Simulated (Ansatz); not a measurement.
# Nb: do energies and stresses tell the same story?

Method: DFT PBE, scalar-relativistic, plane waves, PAW (Ansatz 0.2.0).

Settings: cutoff 420 eV, Γ-centred mesh 18×18×18 on the computed 1-atom cell, Gaussian smearing of 0.10 eV; no spin polarisation.

Relaxed cell: Fm-3m, a = 4.218 Å, b = 4.218 Å, c = 4.218 Å, α = 90.00°, β = 90.00°, γ = 90.00°, 1 atom in the primitive cell. This fcc form isn't the element's structure at ambient conditions.

Energies at zero smearing and pressures from the stress tensor, at volumes with shape and atoms relaxed:
```csv
V (Å³/atom),E − E(first) (meV/atom),P (GPa)
16.515,0.00,26.24
17.078,-77.88,18.25
17.641,-129.56,11.31
18.204,-158.42,5.25
18.767,-167.31,-0.03
19.330,-158.83,-4.62
19.893,-135.29,-8.60
20.644,-83.90,-13.10
```

Q: Check P = −dE/dV between neighbouring volumes, and get the bulk modulus from the pressures alone.

A: With 1 eV/Å³ = 160.2 GPa:
```
middle V (Å³/atom)  −ΔE/ΔV (GPa) mean P (GPa)
            16.797        22.162        22.246
            17.360        14.708        14.781
            17.923         8.212         8.278
            18.486         2.531         2.607
            19.049        -2.413        -2.327
            19.612        -6.699        -6.612
            20.269       -10.968       -10.854
```

The two differ by 0.11 GPa at most. The mean of two end pressures misses the average over a step by about ΔV² P″/12, up to 0.09 GPa here; with that taken off 0.04 GPa remains. The stress is the derivative of the free energy, not of the energy at zero smearing, and with free energies 0.01 GPa remains. Around V = 18.767 Å³/atom, the two neighbours give B = −V ΔP/ΔV = 18.767 × 9.87 / 1.126 = 164.5 GPa, against B0 = 164.1 GPa from the Birch–Murnaghan fit of the energies.